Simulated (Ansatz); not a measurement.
# B3P: from a guess to a relaxed structure, part 2 of 2

Where does this trial cell of B3P go when cell and atoms are let free?

Ansatz 0.2.0; DFT PBE, scalar-relativistic, plane waves, PAW.

## (4) Relaxation on the finer mesh

The end of the coarse run is made exact in the group found at a tolerance of 0.06 Å and reduced to its primitive cell.

input.yaml reads:

```yaml
crystal:
  lattice:
    - [4.0878902628, 0.0, 0.0]
    - [-2.0439451314, 3.5402168155, 0.0]
    - [0.0, 0.0, 2.9420770993]
  atoms:
    - { symbol: B, position: [0.5268979235, 0.4731020765, 0.5] }
    - { symbol: B, position: [0.5268979235, 0.053795847, 0.5] }
    - { symbol: B, position: [0.946204153, 0.4731020765, 0.5] }
    - { symbol: P, position: [0.3333333333, 0.6666666667, 0.0] }
basis:
  ecutwfc: 420
kpoints:
  mp_grid: { grid: [12, 12, 16] }
hamiltonian:
  xc: pbe
scf:
  occupations: { method: gaussian, width: 0.1 }
output:
  forces: true
  stress: true
  eigenvalues: true
  write_density: true
  write_potential: true
  elf: true
  volumetric_format: npy
relax:
  adjacent_minimum: "off"
  f_tol: 0.01
  max_steps: 80
  cell: { stress_tol: 0.05 }
```

The run is started by

```sh
> ansatz run input.yaml --threads 1 --pin off --max-ram 2560MiB --backend cpu --events-out ev --progress --plain --runs-dir out
```

Log, cut to the lines that bear on the results:

```text
Warning: RAYON_NUM_THREADS=1 ignored (pool sized by the plan → 1); use --threads N
[...]
Pseudopotentials: kind: paw
Pseudopotential: B, paw, valence charge 3, recommended cutoff 420 eV (normal), B.paw.azcp
Pseudopotential: P, paw, valence charge 5, recommended cutoff 420 eV (normal), P.paw.azcp
Functional definition: PBE
[...]
Crystal: 4 atoms, lattice volume = 42.578 Å³
Basis set: ecut = 420 eV, 825 PW (Γ), exchange–correlation on 60×60×40 points (8 copies of the dense FFT grid, shifted against one another)
Bands: 11, of which v1, the nominal top of the filled ones, is band 7 counted from 1 (6 counted from 0)
Symmetry: 12 space group operations
Space group: P-6m2 (ITA 187), of the structure as read, at distance tolerance 3.5e-5 Å
k-points: 171 of 2304 (time reversal used)
[...]
        0.000000      -0.003759       0.000000
        0.000000       0.000000       0.003440
  P = ⅓ Tr σ = -0.0014 GPa (-0.014 kbar)
--- Band table (eV; the first three rows and the last of 171) ---
  k-point 0: bands = ["-7.9322", "-1.0555", "2.2069", "2.2069", "4.2448", "5.0826", "5.0826", "10.1030", "12.3015", "12.3015", "12.5034"]
[...]
--- Relaxed structure (5 steps of the walk, 5 accepted, 1 SCFs on fresh bases) ---
  F+E_penalty+E_count = -1220.25293764 eV   max|allowed force component| = 8.044e-4 eV/Å   (the final SCF, on the basis selected at the relaxed cell)
  cell:  # Å, volume = 42.4741 Å³
    - [4.068722251317985, 1.2024787106331398e-32, 0.0]
    - [-2.0343611256589926, 3.5236168305843885, 0.0]
    - [0.0, 0.0, 2.962632231095384]
  atoms:
    - { symbol: B, position: [0.5259512154730243, 0.4740487845269754, 0.49999999999999994] }
    - { symbol: B, position: [0.5259512154730244, 0.051902430946048767, 0.49999999999999994] }
    - { symbol: B, position: [0.9480975690539509, 0.4740487845269754, 0.49999999999999994] }
    - { symbol: P, position: [0.33333333333333337, 0.6666666666666666, 0.0] }
```

Wall time 69 s (1 thread of Arm Neoverse V2, shared host); peak memory 0.4 GiB.

The steps of the relaxation:

```csv
step,energy from step 1 (eV/cell),largest force component (eV/Å),pressure (GPa),volume (Å³)
1,0.0000,0.1068,0.33,42.58
2,-0.0017,0.0668,-0.03,42.58
3,-0.0023,0.0200,-0.18,42.54
4,-0.0024,0.0052,-0.08,42.50
5,-0.0024,0.0007,0.00,42.47
6,-0.0023,0.0008,0.00,42.47
```

Step 1 is the start. Step 6 repeats the geometry before it on a plane-wave basis chosen anew for that cell, so its energy need not be comparable with the rows above.

|  | before | after | change |
| --- | --- | --- | --- |
| a (Å) | 4.088 | 4.069 | -0.5 % |
| b (Å) | 4.088 | 4.069 | -0.5 % |
| c (Å) | 2.942 | 2.963 | +0.7 % |
| volume (Å³/atom) | 10.64 | 10.62 | -0.2 % |
| shortest distance (Å) | 1.714 | 1.718 | +0.2 % |
| space group (0.01 Å) | P-6m2 | P-6m2 | same |

The run keeps the 12 symmetry operations of the start, so it could not have lowered the symmetry.

Density in a lattice plane of the grid's cell (edges 4.07 and 4.07 Å, at 0.500 of the third edge), which holds B.

Ten even steps from '0' (0.04 e/Å³) to '9' (0.88 e/Å³):
```
000011245676666532100000
000012345677665321100000
001112345565543221100000
111223344444433221111111
222333333333333322221112
344444333333444443333333
566554333344556655544455
666654333456666777666777
567654334566656788888876
466644344666445899999754
566543345665457999999644
665333345676679999999766
543222345678999999999876
322112235678999999999765
211111234678999999987643
100001234578999999865421
000001124578988898653211
000001124677655786532100
000001234675435775321000
000001235665456653210000
```
Columns run along the first of these edges and rows up along the second, over one cell in 24 and 20 even steps from the bottom left corner. Atoms in the plane (fractional): B at (0.53, 0.47), B at (0.53, 0.05), B at (0.95, 0.47).

ELF in the same plane.

Ten even steps from '0' (0.01) to '9' (0.89):
```
000124566421134665421000
001234566544456553211000
222334455555555443222222
444444444444444444444444
655544332223344555667776
766554322223455667788887
655553221234555568899987
334543222344433468999874
013444333443211269999631
013554345531000379997300
035554455420001589974100
355544556421125789874211
665444566555578888876545
754334577788999889998877
643234678999998889999987
421124689999976689999986
210124789998532479999864
000125789874100268887531
000124678631000367765310
000124676420002467642100
```
Columns run along the first of these edges and rows up along the second, over one cell in 24 and 20 even steps from the bottom left corner. Atoms in the plane (fractional): B at (0.53, 0.47), B at (0.53, 0.05), B at (0.95, 0.47).

Both are smooth fields of the valence electrons: close to the nuclei they are not physical.

Maxima of ELF outside the ion cores: 0.90 beside B, off the lines to its neighbours, 0.8 Å from B; 0.88 on the P–B line, 1.0 Å from P.

## (5) Changing settings: n_extra_bands 2

Changes to input.yaml since step 4:

```diff
@@ -18,10 +18,7 @@
   occupations: { method: gaussian, width: 0.1 }
+  n_extra_bands: 2
 output:
   forces: true
+  eigenvalues: true
   stress: true
-  eigenvalues: true
-  write_density: true
-  write_potential: true
-  elf: true
-  volumetric_format: npy
 relax:
```

The run is started by

```sh
> ansatz run input.yaml --threads 1 --pin off --max-ram 2560MiB --backend cpu --events-out ev --progress --plain --runs-dir out
```

Log, cut to the lines that bear on the results:

```text
Warning: RAYON_NUM_THREADS=1 ignored (pool sized by the plan → 1); use --threads N
scf.n_extra_bands = 2 over 7 filled bands (N_el = 14.0): the run solves 9 bands
[...]
[... 4 set-up lines as earlier in the session ...]
[...]
Crystal: 4 atoms, lattice volume = 42.578 Å³
Basis set: ecut = 420 eV, 825 PW (Γ), exchange–correlation on 60×60×40 points (8 copies of the dense FFT grid, shifted against one another)
Bands: 9, of which v1, the nominal top of the filled ones, is band 7 counted from 1 (6 counted from 0)
[... 2 set-up lines as earlier in the session ...]
k-points: 171 of 2304 (time reversal used)
[...]
--- Stress (GPa, compression-positive) ---
       -0.009430      -0.000000      -0.000000
        0.000000      -0.009430      -0.000000
       -0.000000      -0.000000       0.003681
  P = ⅓ Tr σ = -0.0051 GPa (-0.051 kbar)
--- Band table (eV; the first three rows and the last of 171) ---
  k-point 0: bands = ["-7.9324", "-1.0558", "2.2064", "2.2064", "4.2449", "5.0823", "5.0823", "10.1031", "12.3012"]
[...]
--- Relaxed structure (5 steps of the walk, 5 accepted, 1 SCFs on fresh bases) ---
  F+E_penalty+E_count = -1220.25293602 eV   max|allowed force component| = 2.483e-4 eV/Å   (the final SCF, on the basis selected at the relaxed cell)
  cell:  # Å, volume = 42.4754 Å³
    - [4.068804989731634, 4.809914842532558e-33, 0.0]
    - [-2.034402494865817, 3.5236884841524767, 0.0]
    - [0.0, 0.0, 2.962601619948362]
  atoms:
    - { symbol: B, position: [0.5259507944878489, 0.474049205512151, 0.5] }
    - { symbol: B, position: [0.5259507944878489, 0.05190158897569775, 0.5] }
    - { symbol: B, position: [0.9480984110243021, 0.474049205512151, 0.5] }
    - { symbol: P, position: [0.33333333333333337, 0.6666666666666666, 0.0] }
```

It took 56 s on 1 thread of Arm Neoverse V2, shared host; peak memory 0.38 GiB.

```csv
run,ending,energy change,pressure (GPa),gap (eV),force (eV/Å),cycles,time
step 4,converged,0,0.0,0.00,0.00,-,69 s
variant,converged,0.0 meV/atom,0.0,0.00,0.00,-,56 s
```

Same state: the changed band count leaves the energy within 0.5 meV/atom.

## (6) Results

This closing draws on all 2 parts. Changes of volume or cell count from the first structure of part 1.

```
                              quantity                                                                       value
symmetry at the end (tolerance 0.05 Å)                                                 space group P-6m2 (No. 187)
                     conventional cell  a = 4.069 Å, b = 4.069 Å, c = 2.963 Å, α = 90.00°, β = 90.00°, γ = 120.00°
                                volume                                                               10.62 Å³/atom
     energy over the elements, black P                                                               +0.79 eV/atom
                       gap on the mesh                                                                none (metal)
```

What this shows: The space group P-6m2 (No. 187) is kept, and the volume per atom shrinks by 4.3 % from the first guess. With a positive formation energy it can't be a ground state. No finished test with a distortion of lower symmetry is shown, so the end may be a saddle point. Where forces pass 15 eV/Å atoms stand far too close, the PAW spheres overlap strongly and those numbers are rough.
